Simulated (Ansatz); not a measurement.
The system is CuO.

```
Cu O
1.0
     3.42205    0.00000    0.00000
     0.00000    3.42205    0.00000
     0.00000    0.00000    4.26046
Cu O
2 2
Direct
  0.00000 0.50000 0.00000
  0.50000 0.00000 0.50000
  0.00000 0.00000 0.25000
  0.00000 0.00000 0.75000
```

Measurements of this composition are mostly on another form, of space group No. 15.

- Program: Ansatz 0.2.0
- Task: relaxation of cell and atoms
- Functional: LDA
- Potentials or basis: Ansatz PAW
- Cutoff: 420 eV (not typed: the program's choice for these potentials)
- k mesh: 8 × 8 × 6
- Occupations: fermi-dirac, width 0.05 eV
- Spin: no spin polarisation
- Hubbard terms: Cu d U = 4.5 eV

At the start: volume 12.47 Å³/atom.

Q: How do energy, volume and symmetry change on relaxing?

A: It ends after 13 steps and the volume is 10.39 Å³/atom (-16.7 %); space group P4_2/mmc (No. 131, to 0.05 Å).

The path:
| step | energy change (eV) | largest force (eV/Å) | volume (Å³) |
| --- | --- | --- | --- |
| 1 | 0.0000 | 0.0000 | 49.89 |
| 2 | -0.6470 | 0.0000 | 47.82 |
| 3 | -1.1252 | 0.0000 | 43.74 |
| 4 | -1.3703 | 0.0000 | 43.30 |
| 5 | -1.4871 | 0.0000 | 40.97 |
| 6 | -1.4886 | 0.0000 | 41.67 |
| 7 | -1.4888 | 0.0000 | 41.63 |
| 8 | -1.5458 | 0.0000 | 41.63 |
| 9 | -1.5624 | 0.0000 | 41.54 |
| 10 | -1.5635 | 0.0000 | 41.58 |
| 11 | -1.5646 | 0.0000 | 41.58 |
| 12 | -1.5649 | 0.0000 | 41.55 |
| 13 | -1.5646 | 0.0000 | 41.55 |

Final structure:
```
CELL_PARAMETERS angstrom
2.86163 0.00000 0.00000
0.00000 2.86163 0.00000
0.00000 0.00000 5.07391
ATOMIC_POSITIONS crystal
Cu 0.00000 0.50000 0.00000
Cu 0.50000 0.00000 0.50000
O 0.00000 0.00000 0.25000
O 0.00000 0.00000 0.75000
```

Caveat: the electronic state changed during the relaxation; the volume moved by over 15 % at a fixed basis, so the end points are rough; the plane-wave basis is chosen anew once the cell has moved, so the energies of steps on either side of that aren't comparable; the pressure holds a Pulay correction of +0.9 GPa for the finite cutoff; the run has no spin polarisation, though such a crystal can be magnetic; U without spin polarisation on a metal has little footing; the PAW data sets come from PBE, with cores solved anew for the run's functional, which leaves a small shift of forces and pressure.
